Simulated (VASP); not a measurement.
A run of VASP 6.6.1:

File INCAR:

```
SYSTEM = PtSe2
PREC = Accurate
ENCUT = 520
EDIFF = 1E-7
ISMEAR = 0
SIGMA = 0.02
LREAL = .FALSE.
LASPH = .TRUE.
NELM = 100
ALGO = Fast
ISIF = 2
LWAVE = .FALSE.
LCHARG = .FALSE.
LDIPOL = .TRUE.
IDIPOL = 3
DIPOL = 0.5 0.5 0.500
GGA = PE
IVDW = 12
NBANDS = 18
```

Contents of KPOINTS:

```
Automatic mesh
0
G
  9 9 1
  0 0 0
```

The input POSCAR:

```
PtSe2
1.0
    3.7069017943      0.0000000000      0.0000000000
   -1.8534508971      3.2102711232      0.0000000000
    0.0000000000      0.0000000000     31.1215005226
Se Pt
2 1
Direct
    0.6666666667      0.3333333333      0.4574342089
    0.3333333333      0.6666666667      0.5425657911
    0.0000000000      0.0000000000      0.5000000000
```

Potentials or basis: VASP PAW PBE potentials, release 64 (Se, Pt).

Run with:

```console
$ cat potpaw_PBE.64/Se/POTCAR potpaw_PBE.64/Pt/POTCAR > POTCAR
$ mpirun -np 1 vasp_std > vasp.out
```

Hardware: 1 thread of AMD EPYC 9R14 (Zen 4), with other jobs on the host.

Question: Estimate the wall time of this run.

Answer: Run time: 120 s on 1 thread of AMD EPYC 9R14 (Zen 4) (shared host), peak memory 0.46 GiB. Counts: scf iterations 28, k points 12.
